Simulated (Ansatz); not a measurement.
# How BaTiO$_{3}$ answers to pressure

```
Ba Ti O
1.0
     3.98410    0.00000    0.00000
     0.00000    2.83705    2.84580
     0.00000   -2.83705    2.84580
Ba Ti O
1 1 3
Direct
  0.00000 0.00000 0.00000
  0.50000 0.50790 0.50790
  0.00000 0.49210 0.49210
  0.50000 0.50251 0.99371
  0.50000 0.99371 0.50251
```

The geometry is COD entry 9016084, unchecked; take it as a test cell.

Spin–orbit coupling is left out, though it moves levels of the heavy atoms by tenths of an eV or more.

Computed with DFT, PBEsol, all-electron LAPW, scalar-relativistic (Ansatz 0.2.0).

Settings: a Γ-centred 8×8×8 k mesh, Fermi–Dirac smearing of 0.05 eV, basis error target 1 meV/atom, no spin polarisation.

The cell is scaled evenly with fractional coordinates held. Semilocal gaps are too small, but their slopes carry over better.

| V/V(cell) | P (GPa) | gap on the k mesh (eV) |
| --- | --- | --- |
| 0.9400 | 7.05 | 1.931 |
| 0.9600 | 2.83 | 1.889 |
| 0.9800 | -0.95 | 1.847 |
| 0.9900 | -2.69 | 1.826 |
| 1.0000 | -4.32 | 1.806 |
| 1.0100 | -5.87 | 1.785 |
| 1.0200 | -7.34 | 1.765 |
| 1.0400 | -10.03 | 1.725 |

From the rows at 0.9900 and 1.0100, what is the bulk modulus at the cell's volume?

B = −ΔP/Δln V = −[(-5.87) − (-2.69)]/0.02000 = 159.0 GPa.

What are the gap's volume deformation potential and pressure coefficient?

dEg/dln V = (1.785 − 1.826)/0.02000 = -2.05 eV, and dEg/dP = −(dEg/dln V)/B = 13 meV/GPa: pressure widens the gap.

Predict the row at V/V(cell) = 1.0600. How far is a linear estimate of P off?

P = -12.43 GPa, gap 1.685 eV. The linear estimate P(cell) − B ln(V/V(cell)) = -13.58 GPa misses by 1.15 GPa, since the modulus falls on expansion.
